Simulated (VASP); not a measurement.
# CoSi (P2_13) in VASP: notebook

One crystal, CoSi, is run at these levels: BEEF-vdW, vdW-DF, optB88-vdW, rev-vdW-DF2; tasks: relaxation of cell and atoms.

Program: VASP 6.6.1. These are calculated values, not measurements. Logs are shortened: lines on timing, memory, paths and dates and some standing lists are left out, and cuts for length are marked.

## 1. The crystal as given

Symmetry: P2_13, No. 198, cubic system. Conventional cell: a = 4.438 Å, b = 4.438 Å, c = 4.438 Å, α = 90.00°, β = 90.00°, γ = 90.00°. Co (site symmetry 3) is surrounded by 7 Si at 2.28 to 2.47 Å. Around Si (site symmetry 3) lie 7 Co at 2.28 to 2.47 Å.

## 2. Relaxation of cell and atoms, BEEF-vdW, collinear spin, ferromagnetic start

INCAR reads:

```
SYSTEM = CoSi
PREC = Accurate
ENCUT = 600
EDIFF = 1E-7
ISMEAR = -1
SIGMA = 0.05
LREAL = .False.
LASPH = .True.
NELM = 100
ALGO = Normal
ISIF = 3
LWAVE = .False.
LCHARG = .False.
ISPIN = 2
MAGMOM = 2 2 2 2 0 0 0 0
LORBIT = 11
LMAXMIX = 4
GGA = BF
LUSE_VDW = .True.
ZAB_VDW = -1.8867
IBRION = 2
NSW = 40
EDIFFG = -0.01
```

KPOINTS reads:

```
Automatic mesh
0
Gamma
  6 6 6
  0 0 0
```

POSCAR reads:

```
CoSi
1.0
    4.4380000000      0.0000000000      0.0000000000
    0.0000000000      4.4380000000      0.0000000000
    0.0000000000      0.0000000000      4.4380000000
Co Si
4 4
Direct
    0.8600000000      0.6400000000      0.3600000000
    0.6400000000      0.3600000000      0.8600000000
    0.3600000000      0.8600000000      0.6400000000
    0.1400000000      0.1400000000      0.1400000000
    0.1570000000      0.3430000000      0.6570000000
    0.3430000000      0.6570000000      0.1570000000
    0.6570000000      0.1570000000      0.3430000000
    0.8430000000      0.8430000000      0.8430000000
```

Potentials or basis: VASP PAW PBE potentials, release 64 (Co, Si).

The run is started by

```
> cat potpaw_PBE.64/Co/POTCAR potpaw_PBE.64/Si/POTCAR > POTCAR
> mpirun -np 1 vasp_std > vasp.out
```

OUTCAR:

```text
SYSTEM = CoSi
   PREC = Accurate
   ENCUT = 600
   EDIFF = 1E-7
   ISMEAR = -1
   LREAL = .False.
   LASPH = .True.
   NELM = 100
   ISIF = 3
   ISPIN = 2
   LORBIT = 11
   GGA = BF
   IBRION = 2
   NSW = 40
   EDIFFG = -0.01

 ion  position               nearest neighbor table
   1  0.860  0.640  0.360-   5 2.28   6 2.33   7 2.33   8 2.33   7 2.47   8 2.47   6 2.47   2 2.72
                             2 2.72   4 2.72   4 2.72   3 2.72   3 2.72
   2  0.640  0.360  0.860-   6 2.28   5 2.33   7 2.33   8 2.33   5 2.47   7 2.47   8 2.47   1 2.72
                             1 2.72   3 2.72   3 2.72   4 2.72   4 2.72
   3  0.360  0.860  0.640-   7 2.28   6 2.33   5 2.33   8 2.33   6 2.47   5 2.47   8 2.47   4 2.72
                             2 2.72   2 2.72   4 2.72   1 2.72   1 2.72
   4  0.140  0.140  0.140-   8 2.28   6 2.33   7 2.33   5 2.33   6 2.47   5 2.47   7 2.47   1 2.72
                             3 2.72   3 2.72   1 2.72   2 2.72   2 2.72
   5  0.157  0.343  0.657-   1 2.28   2 2.33   3 2.33   4 2.33   3 2.47   4 2.47   2 2.47   8 2.75
                             6 2.75   6 2.75   8 2.75   7 2.75   7 2.75
   6  0.343  0.657  0.157-   2 2.28   1 2.33   3 2.33   4 2.33   1 2.47   3 2.47   4 2.47   8 2.75
                             5 2.75   5 2.75   7 2.75   7 2.75   8 2.75
   7  0.657  0.157  0.343-   3 2.28   2 2.33   1 2.33   4 2.33   2 2.47   1 2.47   4 2.47   8 2.75
                             8 2.75   5 2.75   6 2.75   6 2.75   5 2.75
   8  0.843  0.843  0.843-   4 2.28   2 2.33   3 2.33   1 2.33   2 2.47   1 2.47   3 2.47   5 2.75
                             6 2.75   7 2.75   7 2.75   5 2.75   6 2.75

  LATTYP: Found a simple cubic cell.
 ALAT       =     4.4380000000

  Lattice vectors:

 A1 = (   4.4380000000,   0.0000000000,   0.0000000000)
 A2 = (   0.0000000000,   4.4380000000,   0.0000000000)
 A3 = (   0.0000000000,   0.0000000000,   4.4380000000)

Analysis of symmetry for initial positions (statically):
=====================================================================
 Subroutine PRICEL returns:
 Original cell was already a primitive cell.

 Routine SETGRP: Setting up the symmetry group for a
 simple cubic supercell.

 Subroutine GETGRP returns: Found 12 space group operations
 (whereof  3 operations were pure point group operations)
 out of a pool of 48 trial point group operations.

The static configuration has the point symmetry C_3 .
 The point group associated with its full space group is T   .

Analysis of symmetry for dynamics (positions and initial velocities):
=====================================================================
 Subroutine PRICEL returns:
 Original cell was already a primitive cell.

 Routine SETGRP: Setting up the symmetry group for a
 simple cubic supercell.

 Subroutine GETGRP returns: Found 12 space group operations
 (whereof  3 operations were pure point group operations)
 out of a pool of 48 trial point group operations.

The dynamic configuration has the point symmetry C_3 .
[... 153 lines left out ...]
   AEXX    =    0.0000 exact exchange contribution
   IVDW_NL    =     1    kernel type
   BPARAM     = 6.3000
   IVDW    =     0    specifies the selected vdW correction
   LEPSILON=     F    determine dielectric tensor
   LRPA    =     F    only Hartree local field effects (RPA)
 conjugate gradient relaxation of ions
 spin polarized calculation
  energy-cutoff  :      600.00
  volume of cell :       87.41
 maximum number of plane-waves:      2968
   NGX = 17   NGY = 17   NGZ = 17

--------------------------------------- Ionic step        1  -------------------------------------------

 number of electron      51.9999992 magnetization      -0.0001550

 number of electron      51.9999992 magnetization       0.0000114

 Free energy of the ion-electron system (eV)
  ---------------------------------------------------
  ext. energy  EPLUGINS =         0.00000000
  ---------------------------------------------------
  free energy    TOTEN  =       -38.66872517 eV

  energy without entropy =      -38.65387258  energy(sigma->0) =      -38.66129887

------------------------ aborting loop because EDIFF is reached ----------------------------------------

  FORCE on cell =-STRESS in cart. coord.  units (eV):
  Direction    XX          YY          ZZ          XY          YZ          ZX
  --------------------------------------------------------------------------------------
  -------------------------------------------------------------------------------------
  Total       -0.1247309     -0.1247309     -0.1247309      0.0000000      0.0000000      0.0000000
  in kB       -2.2862449     -2.2862449     -2.2862449      0.0000000      0.0000000      0.0000000
  external PRESSURE =      -2.2862449 kB  Pullay stress =       0.0000000 kB
[... 263 lines left out ...]
 number of electron      52.0000003 magnetization      -0.0000001

 number of electron      52.0000003 magnetization       0.0000000

 Free energy of the ion-electron system (eV)
  ---------------------------------------------------
  ext. energy  EPLUGINS =         0.00000000
  ---------------------------------------------------
  free energy    TOTEN  =       -38.69430873 eV

  energy without entropy =      -38.68012036  energy(sigma->0) =      -38.68721454

 E-fermi :  11.8467     XC(G=0): -13.1241

 val. band max:       11.8018065886   @ k =   0.0000   0.0000   0.0000
 cond. band min:      11.8925709857   @ k =   0.5000   0.5000   0.3333
 fundamental gap:      0.0907643971
 Fermi energy:        11.8466808316

 spin component 1

 k-point     1 :       0.0000    0.0000    0.0000
  band No.  band energies     occupation
      1      -1.8164      1.00000
      2       3.6665      1.00000
      3       3.6665      1.00000
      4       3.6665      1.00000
      5       6.3924      1.00000
      6       6.3924      1.00000
[... 901 lines left out ...]
     34      17.5960      0.00000
     35      17.5960      0.00000
 Fermi energy:        11.8466808316

 spin component 2

 k-point     1 :       0.0000    0.0000    0.0000
  band No.  band energies     occupation
      1      -1.8164      1.00000
      2       3.6665      1.00000
      3       3.6665      1.00000
      4       3.6665      1.00000
      5       6.3924      1.00000
      6       6.3924      1.00000
[... 940 lines left out ...]
  energy  without entropy=      -38.6801203566  energy(sigma->0) =      -38.68721454

Total vdW correction in eV:      6.6464571

 reached required accuracy - stopping structural energy minimisation

 total charge

# of ion       s       p       d       tot
------------------------------------------
    1        0.431   0.610   7.572   8.613
    2        0.431   0.610   7.572   8.613
    3        0.431   0.610   7.572   8.613
    4        0.431   0.610   7.572   8.613
    5        0.726   0.886   0.000   1.612
    6        0.726   0.886   0.000   1.612
    7        0.726   0.886   0.000   1.612
    8        0.726   0.886   0.000   1.612
--------------------------------------------------
tot          4.627   5.985  30.288  40.899

 magnetization (x)

# of ion       s       p       d       tot
------------------------------------------
    1       -0.000  -0.000  -0.000  -0.000
    2       -0.000  -0.000  -0.000  -0.000
    3       -0.000  -0.000  -0.000  -0.000
    4       -0.000  -0.000  -0.000  -0.000
    5        0.000   0.000   0.000   0.000
    6        0.000   0.000   0.000   0.000
    7        0.000   0.000   0.000   0.000
    8        0.000   0.000   0.000   0.000
--------------------------------------------------
tot          0.000   0.000  -0.000  -0.000
```

OSZICAR:

```text
N       E                     dE             d eps       ncg     rms          rms(c)
DAV:   1     0.386655676405E+03    0.38666E+03   -0.24429E+04  3360   0.190E+03
[... 73 lines left out ...]
DAV:   3    -0.386943275425E+02    0.22386E-02   -0.83098E-03  4152   0.127E+00    0.559E-02
DAV:   4    -0.386943170143E+02    0.10528E-04   -0.33453E-04  3501   0.104E-01    0.228E-02
DAV:   5    -0.386943089958E+02    0.80184E-05   -0.18187E-05  4964   0.460E-02    0.116E-02
DAV:   6    -0.386943087357E+02    0.26012E-06   -0.21940E-06  4924   0.111E-02    0.456E-03
DAV:   7    -0.386943088880E+02   -0.15231E-06   -0.34311E-07  3087   0.529E-03    0.713E-04
DAV:   8    -0.386943087561E+02    0.13191E-06   -0.11147E-07  1907   0.394E-03    0.494E-04
DAV:   9    -0.386943087253E+02    0.30804E-07   -0.12919E-08  1764   0.102E-03
   7 F= -.38694309E+02 E0= -.38687215E+02  d E =-.194152E-03  mag=     0.0000
```

Wall time 11 min (1 thread of AMD EPYC 9R45 (Zen 5), shared host); peak memory 0.57 GiB.

Results:

```yaml
Free_energy: -38.6943 eV
Relaxed_volume: 10.87 Å³/atom
Relaxed_cell: a = 4.430 Å, b = 4.430 Å, c = 4.430 Å, α = 90.00°, β = 90.00°, γ = 90.00°
Space_group_after_relaxing_to_0.05_Å: P2_13 (No. 198)
Energy_gained_by_relaxing: 3.2 meV/atom
Ionic_steps: 7
Pressure_after_relaxing: 0.1 GPa
Largest_force_after_relaxing: 0.004 eV/Å
Band_gap_on_the_k_mesh: none (metal or under the smearing width)
Net_moment: 0.00 μB per cell
Valence_electrons_inside_the_program's_atomic_spheres: Co 8.61; Si 1.61
```

Forces in eV/Å, atoms in the order of the input:
```
Co   0.000  0.000  0.000
Co   0.000  0.000  0.000
Co   0.000  0.000  0.000
Co   0.000  0.000  0.000
Si   0.002 -0.002  0.002
Si  -0.002  0.002  0.002
Si   0.002  0.002 -0.002
Si  -0.002 -0.002 -0.002
```

Step by step:
```csv
step,energy change (eV),largest force (eV/Å),pressure (GPa),volume (Å³)
1,0.0000,0.3040,-0.23,87.41
2,-0.0149,0.1971,-0.11,87.21
3,-0.0249,0.0635,0.29,86.86
4,-0.0249,0.0619,0.31,86.88
5,-0.0251,0.0133,-0.60,87.21
6,-0.0254,0.0302,-0.18,87.05
7,-0.0256,0.0039,0.09,86.94
```

Final structure:
```yaml
crystal:
  lattice:
    - [4.42998, 0.00000, 0.00000]
    - [0.00000, 4.42998, 0.00000]
    - [0.00000, 0.00000, 4.42998]
  atoms:
    - { symbol: Co, position: [0.85466, 0.64534, 0.35466] }
    - { symbol: Co, position: [0.64534, 0.35466, 0.85466] }
    - { symbol: Co, position: [0.35466, 0.85466, 0.64534] }
    - { symbol: Co, position: [0.14534, 0.14534, 0.14534] }
    - { symbol: Si, position: [0.15649, 0.34351, 0.65649] }
    - { symbol: Si, position: [0.34351, 0.65649, 0.15649] }
    - { symbol: Si, position: [0.65649, 0.15649, 0.34351] }
    - { symbol: Si, position: [0.84351, 0.84351, 0.84351] }
```

Caveat: the starting moments collapsed, and a magnetic state may lie lower; the PAW data sets were made with another functional, which shifts forces and pressure a little.

## 3. Relaxation of cell and atoms, vdW-DF, collinear spin, ferromagnetic start

INCAR reads:

```
SYSTEM = CoSi
  AGGAC = 0.0
  ALGO = Fast
  EDIFF = 1E-6
  EDIFFG = -0.01
  ENCUT = 600
  GGA = RE
  IBRION = 2
  ISIF = 3
  ISMEAR = -1
  ISPIN = 2
  LASPH = .True.
  LCHARG = .False.
  LMAXMIX = 4
  LORBIT = 11
  LREAL = .False.
  LUSE_VDW = .True.
  LWAVE = .False.
  MAGMOM = 2 2 2 2 0 0 0 0
  NELM = 100
  NSW = 40
  PREC = Accurate
  SIGMA = 0.05
```

KPOINTS reads:

```
k-points
0
Gamma
  6 6 6
  0 0 0
```

POSCAR is that of step 2.

Potentials or basis: VASP PAW PBE potentials, release 64 (Co, Si).

The run is started by

```
> cat potpaw_PBE.64/Co/POTCAR potpaw_PBE.64/Si/POTCAR > POTCAR
> mpirun -np 1 vasp_std > vasp.out
```

OUTCAR:

```text
SYSTEM = CoSi
   EDIFF = 1E-6
   EDIFFG = -0.01
   ENCUT = 600
   GGA = RE
   IBRION = 2
   ISIF = 3
   ISMEAR = -1
   ISPIN = 2
   LASPH = .True.
   LORBIT = 11
   LREAL = .False.
   NELM = 100
   NSW = 40
   PREC = Accurate

 ion  position               nearest neighbor table
   1  0.860  0.640  0.360-   5 2.28   6 2.33   7 2.33   8 2.33   7 2.47   8 2.47   6 2.47   2 2.72
                             2 2.72   4 2.72   4 2.72   3 2.72   3 2.72
   2  0.640  0.360  0.860-   6 2.28   5 2.33   7 2.33   8 2.33   5 2.47   7 2.47   8 2.47   1 2.72
                             1 2.72   3 2.72   3 2.72   4 2.72   4 2.72
   3  0.360  0.860  0.640-   7 2.28   6 2.33   5 2.33   8 2.33   6 2.47   5 2.47   8 2.47   4 2.72
                             2 2.72   2 2.72   4 2.72   1 2.72   1 2.72
   4  0.140  0.140  0.140-   8 2.28   6 2.33   7 2.33   5 2.33   6 2.47   5 2.47   7 2.47   1 2.72
                             3 2.72   3 2.72   1 2.72   2 2.72   2 2.72
   5  0.157  0.343  0.657-   1 2.28   2 2.33   3 2.33   4 2.33   3 2.47   4 2.47   2 2.47   8 2.75
[... 483 lines left out ...]
      5       6.3507      1.00000
      6       6.3507      1.00000
[... 901 lines left out ...]
     34      17.1265      0.00000
     35      17.1265      0.00000
 Fermi energy:        11.6195641913

 spin component 2

 k-point     1 :       0.0000    0.0000    0.0000
  band No.  band energies     occupation
      1      -1.7180      1.00000
      2       3.6038      1.00000
      3       3.6038      1.00000
      4       3.6038      1.00000
      5       6.3507      1.00000
      6       6.3507      1.00000
[... 940 lines left out ...]
  energy  without entropy=      -32.7571586589  energy(sigma->0) =      -32.76493597

Total vdW correction in eV:      7.2662686

 reached required accuracy - stopping structural energy minimisation

 total charge

# of ion       s       p       d       tot
------------------------------------------
    1        0.417   0.571   7.556   8.544
    2        0.417   0.571   7.556   8.544
    3        0.417   0.571   7.556   8.544
    4        0.417   0.571   7.556   8.544
    5        0.734   0.867   0.000   1.601
    6        0.734   0.867   0.000   1.601
    7        0.734   0.867   0.000   1.601
    8        0.734   0.867   0.000   1.601
--------------------------------------------------
tot          4.602   5.751  30.224  40.577

 magnetization (x)

# of ion       s       p       d       tot
------------------------------------------
    1        0.000   0.000  -0.000  -0.000
    2        0.000   0.000  -0.000  -0.000
    3        0.000   0.000  -0.000  -0.000
    4        0.000   0.000  -0.000  -0.000
    5        0.000   0.000   0.000   0.000
    6        0.000   0.000   0.000   0.000
    7        0.000   0.000   0.000   0.000
    8        0.000   0.000   0.000   0.000
--------------------------------------------------
tot          0.000   0.000  -0.000  -0.000
```

CONTCAR:

```text
CoSi
   1.00000000000000
     4.4871097094763668    0.0000000000000000    0.0000000000000000
     0.0000000000000000    4.4871097094763668   -0.0000000000000000
    -0.0000000000000000    0.0000000000000000    4.4871097094763668
  Co              Si
     4     4
Direct
     0.8568311521990088    0.6431688478009912    0.3568311521990090
     0.6431688478009912    0.3568311521990090    0.8568311521990088
     0.3568311521990090    0.8568311521990088    0.6431688478009912
     0.1431688478009911    0.1431688478009911    0.1431688478009911
     0.1577192016292235    0.3422807983707766    0.6577192016292235
     0.3422807983707766    0.6577192016292235    0.1577192016292235
     0.6577192016292235    0.1577192016292235    0.3422807983707766
     0.8422807983707765    0.8422807983707765    0.8422807983707765

  0.00000000E+00  0.00000000E+00  0.00000000E+00
  0.00000000E+00  0.00000000E+00  0.00000000E+00
  0.00000000E+00  0.00000000E+00  0.00000000E+00
  0.00000000E+00  0.00000000E+00  0.00000000E+00
  0.00000000E+00  0.00000000E+00  0.00000000E+00
  0.00000000E+00  0.00000000E+00  0.00000000E+00
  0.00000000E+00  0.00000000E+00  0.00000000E+00
  0.00000000E+00  0.00000000E+00  0.00000000E+00
```

Run time: 16 min. Hardware: 1 thread of AMD EPYC 9R45 (Zen 5), shared host; peak memory 0.57 GiB.

Results:

| Property | Result |
| --- | --- |
| Free energy | -32.7727 eV |
| Relaxed volume | 11.29 Å³/atom |
| Relaxed cell | a = 4.487 Å, b = 4.487 Å, c = 4.487 Å, α = 90.00°, β = 90.00°, γ = 90.00° |
| Space group after relaxing (to 0.05 Å) | P2_13 (No. 198) |
| Energy gained by relaxing | 9.7 meV/atom |
| Ionic steps | 12 |
| Pressure after relaxing | 0.1 GPa |
| Largest force after relaxing | 0.004 eV/Å |
| Band gap on the k mesh | none (metal or under the smearing width) |
| Net moment | 0.00 μB per cell |
| Valence electrons inside the program's atomic spheres | Co 8.54; Si 1.60 |

Forces on the atoms (eV/Å):
```
Co  -0.002  0.002 -0.002
Co   0.002 -0.002 -0.002
Co  -0.002 -0.002  0.002
Co   0.002  0.002  0.002
Si   0.001 -0.001  0.001
Si  -0.001  0.001  0.001
Si   0.001  0.001 -0.001
Si  -0.001 -0.001 -0.001
```

Step by step:
```tsv
step	energy change (eV)	largest force (eV/Å)	pressure (GPa)	volume (Å³)
1	0.0000	0.2582	7.44	87.41
2	0.0039	0.0971	-6.92	93.99
3	-0.0734	0.0981	0.00	90.56
4	-0.0734	0.0938	-0.26	90.63
5	-0.0756	0.0693	-0.28	90.57
6	-0.0769	0.0395	-0.20	90.51
7	-0.0769	0.0443	-0.32	90.49
8	-0.0771	0.0362	0.55	90.13
9	-0.0773	0.0398	0.37	90.28
10	-0.0777	0.0223	0.21	90.26
11	-0.0779	0.0046	0.20	90.23
12	-0.0779	0.0038	0.14	90.34
```

Final structure:
```xyz
8
Lattice="4.4871 0.0000 0.0000 0.0000 4.4871 0.0000 0.0000 0.0000 4.4871" Properties=species:S:1:pos:R:3 pbc="T T T"
Co    3.8447    2.8860    1.6011
Co    2.8860    1.6011    3.8447
Co    1.6011    3.8447    2.8860
Co    0.6424    0.6424    0.6424
Si    0.7077    1.5359    2.9513
Si    1.5359    2.9513    0.7077
Si    2.9513    0.7077    1.5359
Si    3.7794    3.7794    3.7794
```

Levels at points of the mesh, in eV from the Fermi level:
Spin up:
```tsv
k point	band 23	band 24	band 25	band 26	band 27	band 28	band 29	band 30
(0.00, 0.00, 0.00)	-0.79	-0.79	-0.05	-0.05	-0.05	2.27	2.27	2.27
(0.50, 0.00, 0.00)	-0.67	-0.67	-0.49	-0.49	0.93	0.93	1.31	1.31
(0.50, 0.50, 0.00)	-1.00	-1.00	-0.06	-0.06	0.50	0.50	1.81	1.81
(0.50, 0.50, 0.50)	-1.18	-1.18	-0.25	-0.25	-0.25	-0.25	5.09	5.09
```
Spin down:
| k point | band 24 | band 25 | band 26 | band 27 | band 28 | band 29 |
| --- | --- | --- | --- | --- | --- | --- |
| (0.00, 0.00, 0.00) | -0.79 | -0.05 | -0.05 | -0.05 | 2.27 | 2.27 |
| (0.50, 0.00, 0.00) | -0.67 | -0.49 | -0.49 | 0.93 | 0.93 | 1.31 |
| (0.50, 0.50, 0.00) | -1.00 | -0.06 | -0.06 | 0.50 | 0.50 | 1.81 |
| (0.50, 0.50, 0.50) | -1.18 | -0.25 | -0.25 | -0.25 | -0.25 | 5.09 |

Caveat: the starting moments collapsed, and a magnetic state may lie lower; the PAW data sets were made with another functional, which shifts forces and pressure a little.

(Continued in part 2 of 2.)
